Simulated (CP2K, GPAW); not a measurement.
This is a calculation of ZnS (Wurtzite-6H) for GPAW 26.7.0 (ASE script). 

The input run.py:

```python
from ase import Atoms
from ase.dft.bandgap import bandgap
from ase.io import write
from ase.units import Bohr, GPa
from gpaw import GPAW, PW
from gpaw.elf import elf_from_dft_calculation

atoms = Atoms(['Zn', 'Zn', 'Zn', 'Zn', 'Zn', 'Zn', 'S', 'S', 'S', 'S', 'S', 'S'],
              cell=[[3.812, 0.0, 0.0],
                    [-1.906, 3.3012888392, 0.0],
                    [0.0, 0.0, 18.68999]],
              scaled_positions=[[0.3333333333, 0.6666666667, 0.83333],
                                [0.6666666667, 0.3333333333, 0.33333],
                                [0.6666666667, 0.3333333333, 0.66667],
                                [0.3333333333, 0.6666666667, 0.16667],
                                [0.0, 0.0, 0.5],
                                [0.0, 0.0, 0.0],
                                [0.3333333333, 0.6666666667, 0.95833],
                                [0.6666666667, 0.3333333333, 0.45833],
                                [0.6666666667, 0.3333333333, 0.79167],
                                [0.3333333333, 0.6666666667, 0.29167],
                                [0.0, 0.0, 0.625],
                                [0.0, 0.0, 0.125]],
              pbc=True)

calc = GPAW(mode=PW(600),
            xc='PBE',
            kpts={'size': (8, 8, 2), 'gamma': True},
            occupations={'name': 'methfessel-paxton', 'order': 0, 'width': 0.015},
            nbands=84,
            convergence={'density': 1e-05, 'energy': 1e-05},
            maxiter=150,
            txt='gpaw.txt')
atoms.calc = calc
energy = atoms.get_potential_energy()
forces = atoms.get_forces()
stress = atoms.get_stress()
calc.write('gs.gpw')
write('result.traj', atoms)
print(f'Energy: {energy:.6f} eV')
print('Forces (eV/A):')
print(forces.round(4))
print('Stress (GPa):', (stress / GPa).round(3))
print('Fermi level:', round(calc.get_fermi_level(), 4), 'eV')
print(f'Gap: {bandgap(calc)[0]:.4f} eV, direct: {bandgap(calc, direct=True)[0]:.4f} eV')

# fields on the real-space grid
write('density.cube', atoms, data=calc.get_pseudo_density() * Bohr**3)
write('potential.cube', atoms, data=calc.get_electrostatic_potential())
write('elf.cube', atoms, data=elf_from_dft_calculation(calc).data)
```

Potentials or basis: GPAW PAW data sets (gpaw-data 1.2.1), pw.

The run is started by

```console
$ OMP_NUM_THREADS=1 python run.py
```

Task: Translate it to CP2K 2026.2. Potentials or basis there: POTENTIAL_UZH Zn GTH-PBE-q12, S GTH-PBE-q6; TZVP-MOLOPT-PBE-GTH basis.

Result: As run (cutoffs and basis follow the program's own potentials, and thresholds, step limits or extra output files can differ):

zns_scf.inp

```
&GLOBAL
  PROJECT zns_scf
  RUN_TYPE ENERGY_FORCE
  PRINT_LEVEL LOW
&END GLOBAL
&FORCE_EVAL
  METHOD QS
  STRESS_TENSOR ANALYTICAL
  &DFT
    BASIS_SET_FILE_NAME BASIS_MOLOPT_UZH
    POTENTIAL_FILE_NAME POTENTIAL_UZH
    &MGRID
      CUTOFF 450
      REL_CUTOFF 60
      NGRIDS 5
    &END MGRID
    &QS
      METHOD GPW
      EPS_DEFAULT 1.0E-10
    &END QS
    &KPOINTS
      SCHEME MONKHORST-PACK 8 8 2
      GAMMA_CENTERED T
      SYMMETRY T
      SYMMETRY_BACKEND SPGLIB
    &END KPOINTS
    &SCF
      SCF_GUESS ATOMIC
      EPS_SCF 1.0E-6
      MAX_SCF 100
      ADDED_MOS 30
      CHOLESKY OFF
      EPS_EIGVAL 1.0E-7
      &DIAGONALIZATION ON
        ALGORITHM STANDARD
      &END DIAGONALIZATION
      &MIXING ON
        METHOD BROYDEN_MIXING
        ALPHA 0.4
        BETA 1.5
        NBUFFER 8
      &END MIXING
      &SMEAR ON
        METHOD GAUSSIAN
        SIGMA [eV] 0.015
      &END SMEAR
    &END SCF
    &XC
      &XC_FUNCTIONAL
        &GGA_X_PBE
        &END GGA_X_PBE
        &GGA_C_PBE
        &END GGA_C_PBE
      &END XC_FUNCTIONAL
    &END XC
    &PRINT
      &KPOINTS ON
      &END KPOINTS
      &MULLIKEN ON
      &END MULLIKEN
      &MO ON
        ENERGIES T
        OCCUPATION_NUMBERS T
        &EACH
          QS_SCF 0
        &END EACH
        ADD_LAST NUMERIC
      &END MO
      &LOWDIN ON
      &END LOWDIN
      &HIRSHFELD ON
        SHAPE_FUNCTION DENSITY
      &END HIRSHFELD
    &END PRINT
  &END DFT
  &SUBSYS
    &CELL
      A 3.8120000000 0.0000000000 0.0000000000
      B -1.9060000000 3.3012888392 0.0000000000
      C 0.0000000000 0.0000000000 18.6899900000
      PERIODIC XYZ
    &END CELL
    &COORD
      Zn  -0.0000000002 2.2008592262 15.5749293667
      Zn  1.9060000002 1.1004296130 6.2299343667
      Zn  1.9060000002 1.1004296130 12.4600556333
      Zn  -0.0000000002 2.2008592262 3.1150606333
      Zn  0.0000000000 0.0000000000 9.3449950000
      Zn  0.0000000000 0.0000000000 0.0000000000
      S   -0.0000000002 2.2008592262 17.9111781167
      S   1.9060000002 1.1004296130 8.5661831167
      S   1.9060000002 1.1004296130 14.7963043833
      S   -0.0000000002 2.2008592262 5.4513093833
      S   0.0000000000 0.0000000000 11.6812437500
      S   0.0000000000 0.0000000000 2.3362487500
    &END COORD
    &KIND Zn
      BASIS_SET TZVP-MOLOPT-PBE-GTH-q12
      POTENTIAL GTH-PBE-q12
    &END KIND
    &KIND S
      BASIS_SET TZVP-MOLOPT-PBE-GTH-q6
      POTENTIAL GTH-PBE-q6
    &END KIND
    &PRINT
      &ATOMIC_COORDINATES ON
      &END ATOMIC_COORDINATES
      &CELL ON
      &END CELL
    &END PRINT
  &END SUBSYS
  &PRINT
    &FORCES ON
    &END FORCES
    &STRESS_TENSOR ON
    &END STRESS_TENSOR
  &END PRINT
&END FORCE_EVAL
```

Potentials or basis: POTENTIAL_UZH Zn GTH-PBE-q12, S GTH-PBE-q6; TZVP-MOLOPT-PBE-GTH basis.

Launch:

```bash
$ OMP_NUM_THREADS=1 cp2k.psmp -i zns_scf.inp -o zns_scf.out
```

Both were run:

|  | GPAW | CP2K |
| --- | --- | --- |
| Pressure | 2.1 GPa | 2.6 GPa |

Pressure is positive in compression.
